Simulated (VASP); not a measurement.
# AgCl (Fm-3m) in VASP: settings compared, part 2 of 2

VASP 6.6.1.

## Step 3: Relaxation of cell and atoms, LDA

Contents of INCAR:

```
SYSTEM = AgCl
PREC = Accurate
ENCUT = 600
EDIFF = 1E-7
ISMEAR = 0
SIGMA = 0.02
LREAL = .False.
LASPH = .True.
NELM = 100
ALGO = Normal
ISIF = 3
LWAVE = .False.
LCHARG = .False.
IBRION = 2
NSW = 90
EDIFFG = -0.005
```

Contents of KPOINTS:

```
Automatic mesh
0
Gamma
  8 8 8
  0 0 0
```

Contents of POSCAR:

```
AgCl
1.0
    0.0000000000      2.7726630000      2.7726630000
    2.7726630000      0.0000000000      2.7726630000
    2.7726630000      2.7726630000      0.0000000000
Ag Cl
1 1
Direct
    0.0000000000      0.0000000000      0.0000000000
    0.5000000000      0.5000000000      0.5000000000
```

Potentials or basis: VASP PAW LDA potentials, release 64 (Ag, Cl).

The run is started by

```bash
$ cat potpaw_LDA.64/Ag/POTCAR potpaw_LDA.64/Cl/POTCAR > POTCAR
$ mpirun -np 1 vasp_std > vasp.out
```

It took 17 s on 1 thread of Intel Xeon Platinum 8488C (Sapphire Rapids), shared host; peak memory 0.17 GiB.

Results (log left out):

```yaml
Free_energy: -6.7938 eV
Relaxed_volume: 19.21 Å³/atom
Relaxed_cell: a = 3.787 Å, b = 3.787 Å, c = 3.787 Å, α = 60.00°, β = 60.00°, γ = 60.00°
Space_group_after_relaxing_to_0.05_Å: Fm-3m (No. 225)
Energy_gained_by_relaxing: 40.5 meV/atom
Ionic_steps: 3
Pressure_after_relaxing: 0.0 GPa
Band_gap_on_the_k_mesh: 0.65 eV, indirect (least direct gap 3.36 eV)
```

Step by step:
| step | energy change (eV) | largest force (eV/Å) | pressure (GPa) | volume (Å³) |
| --- | --- | --- | --- | --- |
| 1 | 0.0000 | 0.0000 | -5.53 | 42.63 |
| 2 | -0.0809 | 0.0000 | 0.31 | 38.25 |
| 3 | -0.0810 | 0.0000 | 0.00 | 38.42 |

Final structure:
```
Ag Cl
1.0
     0.00000    2.67810    2.67810
     2.67810    0.00000    2.67810
     2.67810    2.67810    0.00000
Ag Cl
1 1
Direct
  0.00000 0.00000 0.00000
  0.50000 0.50000 0.50000
```

Levels at points of the mesh, in eV from the valence-band top:
```tsv
k point	band 5	band 6	band 7	band 8	band 9	band 10	band 11	band 12	band 13
(0.00, 0.00, 0.00)	-2.96	-2.96	-2.75	-2.75	-2.75	0.65	10.71	10.71	10.71
(0.50, 0.00, 0.00)	-2.51	-2.51	-2.13	0.00	0.00	3.67	6.95	7.24	7.24
(0.50, 0.50, 0.00)	-3.45	-2.71	-2.36	-2.36	-2.19	1.94	7.71	8.75	11.78
```

A k mesh can miss the band edges.

## Step 4: Relaxation of cell and atoms, PBE

INCAR, as its differences from that of step 3:

```diff
@@ -13,2 +13,3 @@
 LCHARG = .False.
+GGA = PE
 IBRION = 2
```

KPOINTS is that of step 3.

POSCAR is that of step 3.

Potentials or basis: VASP PAW PBE potentials, release 64 (Ag, Cl).

The run is started by

```bash
$ cat potpaw_PBE.64/Ag/POTCAR potpaw_PBE.64/Cl/POTCAR > POTCAR
$ mpirun -np 1 vasp_std > vasp.out
```

It took 22 s on 1 thread of Intel Xeon Platinum 8488C (Sapphire Rapids), shared host; peak memory 0.19 GiB.

It converged, with:

```yaml
Free_energy: -5.4008 eV
Relaxed_volume: 22.03 Å³/atom
Relaxed_cell: a = 3.965 Å, b = 3.965 Å, c = 3.965 Å, α = 60.00°, β = 60.00°, γ = 60.00°
Space_group_after_relaxing_to_0.05_Å: Fm-3m (No. 225)
Energy_gained_by_relaxing: 3.3 meV/atom
Ionic_steps: 3
Pressure_after_relaxing: 0.0 GPa
Band_gap_on_the_k_mesh: 0.92 eV, indirect (least direct gap 3.08 eV)
```

The path:
```csv
step,energy change (eV),largest force (eV/Å),pressure (GPa),volume (Å³)
1,0.0000,0.0000,1.53,42.63
2,-0.0065,0.0000,0.15,43.90
3,-0.0066,0.0000,0.00,44.06
```

Final structure:
```
Ag Cl
1.0
     0.00000    2.80335    2.80335
     2.80335    0.00000    2.80335
     2.80335    2.80335    0.00000
Ag Cl
1 1
Direct
  0.00000 0.00000 0.00000
  0.50000 0.50000 0.50000
```

Levels at points of the mesh, in eV from the valence-band top:
| k point | band 5 | band 6 | band 7 | band 8 | band 9 | band 10 | band 11 | band 12 | band 13 |
| --- | --- | --- | --- | --- | --- | --- | --- | --- | --- |
| (0.00, 0.00, 0.00) | -2.27 | -2.27 | -2.19 | -2.19 | -2.19 | 0.92 | 10.87 | 10.87 | 10.87 |
| (0.50, 0.00, 0.00) | -1.98 | -1.98 | -1.68 | 0.00 | 0.00 | 4.33 | 6.36 | 7.73 | 7.73 |
| (0.50, 0.50, 0.00) | -2.61 | -2.10 | -1.87 | -1.87 | -1.80 | 2.43 | 8.07 | 8.53 | 11.35 |

A k mesh can miss the band edges. A hybrid or GW would open this gap; PBE tends to underestimate it.

## Step 5: Relaxation of cell and atoms, PBE+D3(BJ)

INCAR, as its differences from that of step 4:

```diff
@@ -14,2 +14,3 @@
 GGA = PE
+IVDW = 12
 IBRION = 2
```

KPOINTS is that of step 4.

POSCAR is that of step 4.

The run is started by

```bash
$ cat potpaw_PBE.64/Ag/POTCAR potpaw_PBE.64/Cl/POTCAR > POTCAR
$ mpirun -np 1 vasp_std > vasp.out
```

It took 22 s on 1 thread of Intel Xeon Platinum 8488C (Sapphire Rapids), shared host; peak memory 0.2 GiB.

It converged, with:

| Quantity | Value |
| --- | --- |
| Free energy | -6.0602 eV |
| Relaxed volume | 20.87 Å³/atom |
| Relaxed cell | a = 3.894 Å, b = 3.894 Å, c = 3.894 Å, α = 60.00°, β = 60.00°, γ = 60.00° |
| Space group after relaxing (to 0.05 Å) | Fm-3m (No. 225) |
| Energy gained by relaxing | 1.4 meV/atom |
| Ionic steps | 3 |
| Pressure after relaxing | 0.0 GPa |
| Band gap on the k mesh | 0.91 eV, indirect (least direct gap 3.25 eV) |
| Dispersion energy per atom | -0.339 eV |

The path:
| step | energy change (eV) | largest force (eV/Å) | pressure (GPa) | volume (Å³) |
| --- | --- | --- | --- | --- |
| 1 | 0.0000 | 0.0000 | -1.00 | 42.63 |
| 2 | -0.0028 | 0.0000 | -0.08 | 41.81 |
| 3 | -0.0028 | 0.0000 | 0.00 | 41.75 |

Final structure:
```
CELL_PARAMETERS angstrom
0.00000 2.75337 2.75337
2.75337 0.00000 2.75337
2.75337 2.75337 0.00000
ATOMIC_POSITIONS crystal
Ag 0.00000 0.00000 0.00000
Cl 0.50000 0.50000 0.50000
```

Levels at points of the mesh, in eV from the valence-band top:
```csv
k point,band 5,band 6,band 7,band 8,band 9,band 10,band 11,band 12,band 13
"(0.00, 0.00, 0.00)",-2.49,-2.49,-2.41,-2.41,-2.41,0.91,10.85,10.85,10.85
"(0.50, 0.00, 0.00)",-2.14,-2.14,-1.82,0.00,0.00,4.19,6.65,7.63,7.63
"(0.50, 0.50, 0.00)",-2.87,-2.29,-2.02,-2.02,-1.92,2.35,7.99,8.70,11.62
```

A k mesh can miss the band edges. As with any semilocal functional, this PBE gap is likely too small.

## Step 6: Relaxation of cell and atoms, PBEsol

INCAR, as its differences from that of step 5:

```diff
@@ -2,3 +2,3 @@
 PREC = Accurate
-ENCUT = 600
+ENCUT = 300
 EDIFF = 1E-7
@@ -13,4 +13,3 @@
 LCHARG = .False.
-GGA = PE
-IVDW = 12
+GGA = PS
 IBRION = 2
```

KPOINTS is that of step 5.

POSCAR is that of step 5.

Potentials or basis: VASP PAW PBE potentials, release 64 (Ag, Cl).

The run is started by

```bash
$ cat potpaw_PBE.64/Ag/POTCAR potpaw_PBE.64/Cl/POTCAR > POTCAR
$ mpirun -np 1 vasp_std > vasp.out
```

OUTCAR:

```text
SYSTEM = AgCl
   PREC = Accurate
   ENCUT = 300
   EDIFF = 1E-7
   ISMEAR = 0
   LREAL = .False.
   LASPH = .True.
   NELM = 100
   ISIF = 3
   GGA = PS
   IBRION = 2
   NSW = 90
   EDIFFG = -0.005

 ion  position               nearest neighbor table
   1  0.000  0.000  0.000-   2 2.77   2 2.77   2 2.77   2 2.77   2 2.77   2 2.77
   2  0.500  0.500  0.500-   1 2.77   1 2.77   1 2.77   1 2.77   1 2.77   1 2.77

  LATTYP: Found a face centered cubic cell.
 ALAT       =     5.5453260000

  Lattice vectors:

 A1 = (   0.0000000000,   2.7726630000,   2.7726630000)
 A2 = (   2.7726630000,   0.0000000000,   2.7726630000)
 A3 = (   2.7726630000,   2.7726630000,   0.0000000000)

Analysis of symmetry for initial positions (statically):
=====================================================================
 Subroutine PRICEL returns:
 Original cell was already a primitive cell.

[... 192 lines left out ...]
     10       4.4453      0.00000
     11      14.4779      0.00000
     12      14.4779      0.00000
     13      14.4779      0.00000
[... 439 lines left out ...]
--------------------------------------- Ionic step        3  -------------------------------------------

 number of electron      18.0000007 magnetization

 Free energy of the ion-electron system (eV)
  ---------------------------------------------------
  ext. energy  EPLUGINS =         0.00000000
  ---------------------------------------------------
  free energy    TOTEN  =        -6.07223444 eV

  energy without entropy =       -6.07223444  energy(sigma->0) =       -6.07223444

 E-fermi :   4.6845     XC(G=0): -10.5438

 val. band max:        4.5351066750   @ k =   0.5000   0.0000   0.0000
 cond. band min:       5.2460615660   @ k =   0.0000   0.0000   0.0000
 fundamental gap:      0.7109548910
 Fermi energy:         4.6844849297

 k-point     1 :       0.0000    0.0000    0.0000
  band No.  band energies     occupation
      1     -11.0511      2.00000
      2       1.7890      2.00000
      3       1.7890      2.00000
      4       1.7890      2.00000
      5       1.8322      2.00000
      6       1.8322      2.00000
      7       1.9338      2.00000
      8       1.9338      2.00000
      9       1.9338      2.00000
     10       5.2461      0.00000
     11      15.2599      0.00000
     12      15.2599      0.00000
     13      15.2599      0.00000
[... 397 lines left out ...]
  FREE ENERGIE OF THE ION-ELECTRON SYSTEM (eV)
  ---------------------------------------------------
  free  energy   TOTEN  =        -6.0722344398 eV

  energy  without entropy=       -6.0722344398  energy(sigma->0) =       -6.07223444

 reached required accuracy - stopping structural energy minimisation
```

Run time: 9.9 s. Hardware: 1 thread of Intel Xeon Platinum 8488C (Sapphire Rapids), shared host; peak memory 0.13 GiB.

What came out:

| Quantity | Value |
| --- | --- |
| Free energy | -6.0722 eV |
| Relaxed volume | 20.04 Å³/atom |
| Relaxed cell | a = 3.842 Å, b = 3.842 Å, c = 3.842 Å, α = 60.00°, β = 60.00°, γ = 60.00° |
| Space group after relaxing (to 0.05 Å) | Fm-3m (No. 225) |
| Energy gained by relaxing | 13.0 meV/atom |
| Ionic steps | 3 |
| Pressure after relaxing | 0.0 GPa |
| Band gap on the k mesh | 0.71 eV, indirect (least direct gap 3.25 eV) |

Step by step:
```tsv
step	energy change (eV)	largest force (eV/Å)	pressure (GPa)	volume (Å³)
1	0.0000	0.0000	-3.07	42.63
2	-0.0259	0.0000	-0.11	40.16
3	-0.0260	0.0000	-0.01	40.09
```

Final structure:
```cif
data_structure
_symmetry_space_group_name_H-M 'P 1'
_symmetry_Int_Tables_number 1
_cell_length_a 3.8415
_cell_length_b 3.8415
_cell_length_c 3.8415
_cell_angle_alpha 60.000
_cell_angle_beta 60.000
_cell_angle_gamma 60.000
_cell_volume 40.09
loop_
_atom_site_label
_atom_site_type_symbol
_atom_site_fract_x
_atom_site_fract_y
_atom_site_fract_z
_atom_site_occupancy
Ag1 Ag 0.00000 0.00000 0.00000 1
Cl1 Cl 0.50000 0.50000 0.50000 1
```

Caveat: the cutoff is under 1.25 times the usual one of these potentials, so pressure, stress and relaxed cells hold a basis-set (Pulay) error; the PAW data sets were made with another functional, which shifts forces and pressure a little. A k mesh can miss the band edges.

## Step 7: Summary

| level | potentials or basis | cutoff (eV) | gap on the mesh (eV) | pressure (GPa) | relaxed volume (Å³/atom) |
| --- | --- | --- | --- | --- | --- |
| PBEsol | VASP PAW PBE potentials, release 64 (Ag, Cl) | 600 | 0.72 | 0.0 | 20.19 |
| LDA | VASP PAW LDA potentials, release 64 (Ag, Cl) | 600 | 0.65 | 0.0 | 19.21 |
| PBE | VASP PAW PBE potentials, release 64 (Ag, Cl) | 600 | 0.92 | 0.0 | 22.03 |
| PBE+D3(BJ) | VASP PAW PBE potentials, release 64 (Ag, Cl) | 600 | 0.91 | 0.0 | 20.87 |
| PBEsol | VASP PAW PBE potentials, release 64 (Ag, Cl) | 300 | 0.71 | 0.0 | 20.04 |

Alike in all rows: task relaxation of cell and atoms; no spin polarisation; cell relaxed; k mesh 8 × 8 × 8; smearing gaussian 0.02 eV.

Caveats: the PAW data sets were made with another functional, which shifts forces and pressure a little (some runs); the cutoff is under 1.25 times the usual one of these potentials, so pressure, stress and relaxed cells hold a basis-set (Pulay) error (some runs).

Total energies depend on the potentials used, so only differences within one code and one set of settings carry meaning.
